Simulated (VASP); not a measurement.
# SnSe (Fm-3m) in VASP: a series of runs, part 2 of 2

VASP 6.6.1. The steps go on from the part before.

## Step 4: G0W0 quasiparticle levels, LDA

The input, POSCAR:

```
SnSe
1.0
    0.0000000000      3.0100000000      3.0100000000
    3.0100000000      0.0000000000      3.0100000000
    3.0100000000      3.0100000000      0.0000000000
Sn Se
1 1
Direct
    0.0000000000      0.0000000000      0.0000000000
    0.5000000000      0.5000000000      0.5000000000
```

The input, INCAR.step1:

```
SYSTEM = SnSe
  ALGO = Normal
  EDIFF = 1E-8
  ENCUT = 500
  GGA = CA
  ISMEAR = 0
  KPAR = 4
  LASPH = .True.
  LCHARG = .False.
  LREAL = .False.
  LWAVE = .True.
  NELM = 60
  PREC = Accurate
  SIGMA = 0.01
```

The input, INCAR.step2:

```
SYSTEM = SnSe
  ALGO = Exact
  EDIFF = 1E-8
  ENCUT = 500
  GGA = CA
  ISMEAR = 0
  ISTART = 1
  KPAR = 4
  LASPH = .True.
  LCHARG = .False.
  LOPTICS = .True.
  LREAL = .False.
  LWAVE = .True.
  NBANDS = 237
  NELM = 1
  PREC = Accurate
  SIGMA = 0.01
```

The input, INCAR.step3:

```
SYSTEM = SnSe
  ALGO = EVGW0
  EDIFF = 1E-8
  ENCUT = 500
  ENCUTGW = 150
  GGA = CA
  ISMEAR = 0
  ISTART = 1
  KPAR = 4
  LASPH = .True.
  LCHARG = .False.
  LREAL = .False.
  LWAVE = .False.
  NBANDS = 237
  NBANDSGW = 18
  NELMGW = 1
  NOMEGA = 50
  PREC = Accurate
  PRECFOCK = Fast
  SIGMA = 0.01
```

The input, KPOINTS:

```
k-points
0
Gamma
  4 4 4
  0 0 0
```

Potentials or basis: VASP PAW LDA potentials, release 64 (Sn_d_GW, Se_GW).

Launch:

```sh
$ cat potpaw_LDA.64/Sn_d_GW/POTCAR potpaw_LDA.64/Se_GW/POTCAR > POTCAR
$ cp INCAR.step1 INCAR
$ mpirun -np 4 vasp_std > vasp.out
$ cp INCAR.step2 INCAR
$ mpirun -np 4 vasp_std > vasp.out
$ cp INCAR.step3 INCAR
$ mpirun -np 4 vasp_std > vasp.out
```

OUTCAR:

```text
SYSTEM = SnSe
   EDIFF = 1E-8
   ENCUT = 500
   ENCUTGW = 150
   GGA = CA
   ISMEAR = 0
   ISTART = 1
   LASPH = .True.
   LREAL = .False.
   NELMGW = 1
   PREC = Accurate
   PRECFOCK = Fast

 ion  position               nearest neighbor table
   1  0.000  0.000  0.000-
   2  0.500  0.500  0.500-

  LATTYP: Found a face centered cubic cell.
 ALAT       =     6.0200000000

  Lattice vectors:

 A1 = (   0.0000000000,   3.0100000000,   3.0100000000)
 A2 = (   3.0100000000,   0.0000000000,   3.0100000000)
 A3 = (   3.0100000000,   3.0100000000,   0.0000000000)

Analysis of symmetry for initial positions (statically):
=====================================================================
 Subroutine PRICEL returns:
 Original cell was already a primitive cell.

 Routine SETGRP: Setting up the symmetry group for a
 face centered cubic supercell.

 Subroutine GETGRP returns: Found 48 space group operations
 (whereof 48 operations were pure point group operations)
 out of a pool of 48 trial point group operations.

The static configuration has the point symmetry O_h .

Analysis of symmetry for dynamics (positions and initial velocities):
=====================================================================
 Subroutine PRICEL returns:
 Original cell was already a primitive cell.

 Routine SETGRP: Setting up the symmetry group for a
 face centered cubic supercell.

 Subroutine GETGRP returns: Found 48 space group operations
 (whereof 48 operations were pure point group operations)
 out of a pool of 48 trial point group operations.

[... 73 lines left out ...]
 SYSTEM =  SnSe
   PREC   = accura    normal or accurate (medium, high low for compatibility)
   ISTART =      1    job   : 0-new  1-cont  2-samecut
   ICHARG =      0    charge: 1-file 2-atom 10-const
   ISPIN  =      1    spin polarized calculation?
   LNONCOLLINEAR =      F non collinear calculations
   LSORBIT =      F    spin-orbit coupling
   LASPH  =      T    aspherical Exc in radial PAW
   ENCUT  =  500.0 eV  36.75 Ry    6.06 a.u.   7.76  7.76  7.76*2*pi/ulx,y,z
   NELM   =     60;   NELMIN=  2; NELMDL=  0     # of ELM steps
   EDIFF  = 0.1E-07   stopping-criterion for ELM
   LREAL  =      F    real-space projection
   EDIFFG = 0.1E-06   stopping-criterion for IOM
   NSW    =      0    number of steps for IOM
   IBRION =     -1    ionic relax: 0-MD 1-quasi-New 2-CG
   NFREE  =      0    steps in history (QN), initial steepest desc. (CG)
   ISIF   =      0    stress and relaxation
   ISYM   =      3    0-nonsym 1-usesym 2-fastsym
   POTIM  = 0.5000    time-step for ionic-motion
   TEBEG  =    0.0;   TEEND  =   0.0 temperature during run
   PSTRESS=    0.0 pullay stress
   NELECT =      20.0000    total number of electrons
   NUPDOWN=      -1.0000    fix difference up-down
   EMIN   =  10.00;   EMAX   =-10.00  energy-range for DOS
   EFERMI =   0.00;   METHOD = LEGACY
   ISMEAR =     0;   SIGMA  =   0.01  broadening in eV -4-tet -1-fermi 0-gaus
   EFERMI_NEDOS =   21; number of points for ismear=-14 and -15
   IALGO  =     38    algorithm
   IMIX   =      4    mixing-type and parameters
     AMIX     =   0.40;   BMIX     =  1.00
     AMIX_MAG =   1.60;   BMIX_MAG =  1.00
  volume/ion in A,a.u.               =      27.27       184.03
  Fermi-wavevector in a.u.,A,eV,Ry     =   1.171768  2.214321 18.681350  1.373040
  Thomas-Fermi vector in A             =   2.308207
   LORBIT       =      0    0 simple, 1 ext, 2 COOP (PROOUT), +10 PAW based schemes
   GGA     = CA    functional components
   LHFCALC =     T    Hartree Fock is set to
   PRECFOCK=fast      Normal, Fast or Accurate (Low or Medium for compatibility)
   ENCUT4O =  -1.0   cutoff for four orbital integrals eV
   NKREDX  =     1    reduce k-point grid by
   NKREDY  =     1    reduce k-point grid by
   NKREDZ  =     1    reduce k-point grid by
   AEXX    =    1.0000 exact exchange contribution
   HFSCREEN=    0.0000 screening length (either q_TF or 0.3 A-1)
   HFSCREENC=   0.0000 screening length for correlation (either q_TF or 0.3 A-1)
   ENCUTFOCK=  -1.0 apply spherical cutoff to Coloumb kernel
   IVDW    =     0    specifies the selected vdW correction
   LEPSILON=     F    determine dielectric tensor
   LRPA    =     F    only Hartree local field effects (RPA)
   LRPAFORCE           =     F    calculate RPA forces
   ENCUTGW             = 150.0    cutoff for response function in eV
   ENCUTGWSOFT         = 120.0    soft cutoff for Coulomb kernel in GW response function in eV
   ENCUTLF             =  -1.0    cutoff for local field effects
   NELMGW              =     1    number of iterations in solving QP/BSE equation
   NELMHF              =     1    number of iterations in the inner HF iteration
   NKREDLFX            =     1    NKREDLFY  =   1   NKREDLFZ  =   1
 non-spin polarized calculation
 Gauss-broadening in eV      SIGMA  =   0.01
  energy-cutoff  :      500.00
  volume of cell :       54.54
 maximum number of plane-waves:      1411
 NGX is ok and might be reduce to    32
  NGX = 18; NGY = 18; NGZ = 18
   NGX = 15   NGY = 15   NGZ = 15
 maximum number of plane-waves:       259
 NGX is ok and might be reduce to    18

 QP shifts <psi_nk| G(iteration)W_0 |psi_nk>: iteration 1
 for sc-GW calculations column KS-energies equals QP-energies in previous step
 and V_xc(KS)=  KS-energies - (<T + V_ion + V_H > + <T+V_H+V_ion>^1  + <V_x>^1)

 k-point   1 :       0.0000    0.0000    0.0000
  band No.  KS-energies  QP-energies   sigma(KS)   V_xc(KS)     V^pw_x(r,r')   Z            occupation Imag(sigma)

      1     -17.2894     -19.5934     -21.0369     -17.4675     -27.0554       0.6455       2.0000       0.2372
      2     -17.2894     -19.5934     -21.0369     -17.4675     -27.0554       0.6455       2.0000       0.2372
      3     -17.2855     -19.5603     -21.0079     -17.4497     -26.9989       0.6393       2.0000       0.2229
      4     -17.2855     -19.5603     -21.0079     -17.4497     -26.9989       0.6393       2.0000       0.2229
      5     -17.2855     -19.5603     -21.0079     -17.4497     -26.9989       0.6393       2.0000       0.2229
      6      -9.6757      -9.6917     -12.2577     -12.2313     -19.3671       0.6058       2.0000       1.1625
[... 151 lines left out ...]
      4     -17.2801     -19.5665     -21.0149     -17.4554     -27.0040       0.6424       2.0000       0.2242
      5     -17.2675     -19.5723     -21.0353     -17.4724     -27.0193       0.6469       2.0000       0.2211
      6      -8.4470      -8.5089     -13.2105     -13.1111     -19.7150       0.6223       2.0000       0.8906
[... 10 lines left out ...]
     17      17.0298      17.0056      -9.7212      -9.6881      -3.5184       0.7325       0.0000      -0.6782
     18      17.1672      17.3809     -10.3978     -10.6736      -4.1666       0.7750       0.0000      -0.8137
```

It took 3.6 min on 4 MPI ranks of Intel Xeon Platinum 8259CL at 2.50GHz (Skylake/Cascade Lake), shared host; peak memory 0.63 GiB.

Results:

- Band gap on the k mesh, mean-field level: 0.61 eV, direct
- Quasiparticle gap: 0.62 eV
- Least direct quasiparticle gap: 0.62 eV

Levels at points of the mesh, in eV from the valence-band top:
```tsv
k point	band 6	band 7	band 8	band 9	band 10	band 11	band 12	band 13	band 14
(0.00, 0.00, 0.00)	-13.81	-5.10	-2.10	-2.10	-2.10	4.32	4.32	4.32	5.97
(0.50, 0.00, 0.00)	-12.88	-8.01	-1.84	-1.84	0.00	0.61	1.29	1.29	8.25
(0.50, 0.50, 0.00)	-12.61	-6.01	-5.38	-3.55	-3.55	3.10	5.34	5.34	5.94
```

Caveat: the k mesh is coarse (spacing up to 0.45 Å⁻¹), so the values aren't converged; bands, screening cutoff and mesh are small and nothing is extrapolated, so the quasiparticle values aren't converged; spin-orbit coupling is left out, which moves the levels of the heavy elements.

## Step 5: The reference run

An earlier run on the cell as given: functional PBEsol; potentials or basis VASP PAW PBE potentials, release 64 (Sn_d, Se); cutoff 520 eV; k mesh 8 × 8 × 8; occupations fermi-dirac, width 0.05 eV; no spin polarisation.

* Pressure: -1.9 GPa
* Band gap on the k mesh: 0.65 eV, direct

## Step 6: Summary

```tsv
task	level	potentials or basis	spin	k mesh	cutoff (eV)	smearing	ladder	GW scheme	GW iterations	cutoff of the response function	frequency points	mesh quality	gap on the mesh (eV)	pressure (GPa)
band structure	TB-mBJ	VASP PAW PBE potentials, release 64 (Sn_d, Se)	off	8 × 8 × 8	520	gaussian 0.02 eV	gaps	-	-	-	-	not flagged	0.20	-
band structure	PBEsol+D3	VASP PAW PBE potentials, release 64 (Sn_d, Se)	SOC, no magnetisation	6 × 6 × 6	520	fermi-dirac 0.02 eV	-	-	-	-	-	not flagged	-	-3.2
G0W0 quasiparticle levels	LDA	VASP PAW LDA potentials, release 64 (Sn_d_GW, Se_GW)	off	4 × 4 × 4	500	gaussian 0.01 eV	free	G0W0	1	150	50	coarse	-	-
single point	PBEsol	VASP PAW PBE potentials, release 64 (Sn_d, Se)	off	8 × 8 × 8	520	fermi-dirac 0.05 eV	free	-	-	-	-	not flagged	0.65	-1.9
```

Alike in all rows: cell as given.

Caveats: some runs use coarse meshes; the PAW data sets were made with another functional, which shifts forces and pressure a little (some runs); spin-orbit coupling is left out, which moves the levels of the heavy elements (some runs); the mesh misses the band edges, which the band path finds closer together (some runs); bands, screening cutoff and mesh are small and nothing is extrapolated, so the quasiparticle values aren't converged (some runs).

Total energies depend on the potentials used, so only differences within one code and one set of settings carry meaning.
